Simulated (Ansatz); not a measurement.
Zn vacancy in ZnS

Theory: DFT PBE, scalar-relativistic, plane waves, PAW (Ansatz 0.2.0). Settings: 420 eV cutoff, 2×2×2 k-mesh, Gaussian smearing of 0.01 eV, collinear spin.

Host crystal, relaxed:

```
Zn S
1.0
     1.92310    1.11030    9.44929
    -1.92310    1.11030    9.44929
     0.00000   -2.22061    9.44929
Zn S
3 3
Direct
  0.99997 0.99997 0.99997
  0.22225 0.22225 0.22225
  0.44453 0.44453 0.44453
  0.08330 0.08330 0.08330
  0.52785 0.52785 0.52785
  0.30543 0.30543 0.30543
```

Supercell of 30 atoms, rows in host cell vectors: -1 -1 2; 0 0 1; -3 2 1. Atoms relax at the host's cell from a start displaced at random by 0.05 Å near the defect, so other minima may exist. The cell is small, so energies carry finite-size errors of tenths of an eV. The host's Kohn–Sham gap is 2.06 eV. Atoms are taken from and returned to the elements' standard states. Charged cells are corrected for image charges with the computed static dielectric tensor (mean 9.3) and aligned with the host's potential at far atoms (alignment terms reach 0.69 eV). No band-filling term is added, and the Fermi level counts from the host's valence band top.

Starting moments were lost in some runs.

Defect: Zn vacancy set at (0.000, 0.000, 0.000) of the host cell. Before relaxation its nearest neighbours are 4 S at 2.36 Å.

```json
{"charge": "0", "E_f at the valence band top (eV)": "4.02", "over the neutral state (eV)": "0.00", "moment (μB)": "0.22", "largest move (Å)": "0.08", "atoms near the site": "2 S at 2.28 Å, 2 S at 2.34 Å"}
{"charge": "-1", "E_f at the valence band top (eV)": "4.22", "over the neutral state (eV)": "0.20", "moment (μB)": "0.28", "largest move (Å)": "0.09", "atoms near the site": "2 S at 2.30 Å, 1 S at 2.33 Å, 1 S at 2.34 Å"}
{"charge": "-2", "E_f at the valence band top (eV)": "4.97", "over the neutral state (eV)": "0.95", "moment (μB)": "0.00", "largest move (Å)": "0.13", "atoms near the site": "1 S at 2.30 Å, 2 S at 2.31 Å, 1 S at 2.34 Å"}
```

Among the charges computed the stable one is 0 at the valence band top, changing to -1 at 0.20 eV, changing to -2 at 0.75 eV. In charge 0, -1 the cell has partly filled bands: a level of the defect may be part filled, the carrier may sit in the host's bands, or levels may cross between the k points, so transitions that involve it are doubtful. Other sites of the defect weren't tried. Fractional moments come from partly filled bands of the small cell.